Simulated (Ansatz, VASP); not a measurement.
**One calculation of GaSb3, two programs**

```
Ga Sb
1.0
     0.00000    3.58828    3.49355
     3.58828    0.00000    3.49355
     3.58828    3.58828    0.00000
Ga Sb
1 3
Direct
  0.00000 0.00000 0.00000
  0.25000 0.25000 0.25000
  0.75000 0.75000 0.75000
  0.50000 0.50000 0.50000
```

Alike in both runs: task single point; functional LDA; k mesh 10 × 10 × 10; occupations gaussian, width 0.15 eV; no spin polarisation.

```csv
,VASP,Ansatz
version,VASP 6.6.1,Ansatz 0.2.0
potentials or method,"VASP PAW LDA potentials, release 64 (Ga_d, Sb)","scalar-relativistic, plane waves, PAW"
plane-wave cutoff (eV),520,420
valence electrons in the cell,28,58
```

VASP gave:

- gap on the k mesh at the Fermi level (eV): none
- pressure (GPa): 4.5
- largest component of the traceless stress (GPa): 0.96

**Question.** What did Ansatz give for the same quantities?

**Answer.** gap on the k mesh at the Fermi level (eV): none; pressure (GPa): 4.3; largest component of the traceless stress (GPa): 0.94.

A gap of «none» marks a metal or a gap that the smearing closes. The two sets of potentials don't hold the same shells in valence. Ansatz warned: «pseudo_functional_mismatch».

Spin-orbit coupling is left out, which matters for the levels of Sb.
